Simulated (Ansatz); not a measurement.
MnS

The computed numbers are results of PBE with spin–orbit coupling (two-component spinors) in the plane-wave PAW code Ansatz at 420 eV, Γ-centred 10×10×10 mesh, 0.05 eV Gaussian smearing; PAW files: Ansatz's generated set soft_2.

```yaml
crystal:
  lattice:
    - [0.00000, 2.82234, 2.82234]
    - [2.82234, 0.00000, 2.82234]
    - [2.82234, 2.82234, 0.00000]
  atoms:
    - { symbol: Mn, position: [0.00000, 0.00000, 0.00000] }
    - { symbol: S, position: [0.75000, 0.75000, 0.75000] }
```

The chain of runs began from a cell as deposited in COD, expanded in volume.

Magnetic state: ferromagnetic, site spin moments Mn 4.11; S 0.25 μB, along [001] (Cartesian), which lowers the symmetry.

The run above is the reference. The same cell was run again with other input settings; several of them aren't fit for production, so the rows show the settings' effect and aren't properties of the material.

```tsv
keys changed	outcome	ΔE (meV/atom)	P (GPa)	gap on the mesh (eV)	cell moment (μB)	largest force component (eV/Å)	SCF iterations	rough core-seconds	new warnings
none (reference)	converged	0.0	0.0	metal	4.97	0.000	–	–	–
basis.ecutwfc: 420 → "200 eV"	converged	4397.8	0.7	metal	4.99	0.000	12	30	cutoff below recommended
scf.occupations.method: "gaussian" → "methfessel_paxton"; scf.occupations.width: 0.05 → 0.01; scf.mixing.preconditioner: "local_kerker"	converged	0.0	0.2	metal	4.99	0.000	10	70	–
hamiltonian.dispersion: "d3bjatm"; scf.initial_density.chi_scale: 0.3; scf.occupations.width: 0.05 → null; scf.occupations.method: "gaussian" → "tetrahedron_uncorrected"	converged	–	-2.0	metal	5.00	0.000	14	80	band table not solved further
hamiltonian.hubbard: {"sites": [{"species": "Mn", "l": "d", "u_eff": 8.0}], "double_counting": "fll"}; hamiltonian.dispersion: "d3bjatm"	converged	–	3.8	1.49	5.00	0.000	14	80	–
basis.ecutrho_ratio: 4 → 8; basis.ecutwfc: 420 → "250 eV"; kpoints.mp_grid.grid: [10, 10, 10] → [7, 7, 7]	converged	680.6	1.2	metal	4.98	0.000	12	13	cutoff below recommended
basis.xc_grid: 4; scf.mixing.algorithm: "anderson"; scf.mixing.beta: 0.7	converged	0.0	0.0	metal	4.97	0.000	14	110	–
scf.eigensolver.kind: "davidson"; scf.algorithm: "density_mixing"	converged	0.0	0.0	metal	4.97	0.000	12	70	–
```

ΔE is the energy with the smearing extrapolated to zero. It is left out where the change alters the Hamiltonian or the spin treatment. The varied runs start from atomic densities (corrected by the program's trained start where that serves), with the default search for lower states unless a row changes it, while the reference went on from a saved state, so a magnet may end in another state whatever the setting.

Task: What happens with these changes: basis.ecutwfc: 420 → "700 eV"?

Result: outcome converged, ΔE (meV/atom) -2.5, P (GPa) 0.0, gap on the mesh (eV) metal, cell moment (μB) 4.97, largest force component (eV/Å) 0.000, SCF iterations 12, rough core-seconds 90.

In «hamiltonian.hubbard: {"sites": [{"species": "Mn", "l": "d", "u_eff": 8.0}], "double_counting": "fll"}; hamiltonian.dispersion: "d3bjatm"» the pressure rises though a dispersion correction pulls inward, so the other changes outweigh it.

The pair part of a dispersion correction pulls inward (a three-body part mostly pushes out), and in metals and ionic crystals with large ions it often overbinds.

Of the reference: Site moments are of spin, integrated over Gaussian weights of 0.5 Å, which gives about a tenth less on f atoms than spheres do. Only parallel moments were tried, so the real magnetic order may be another.
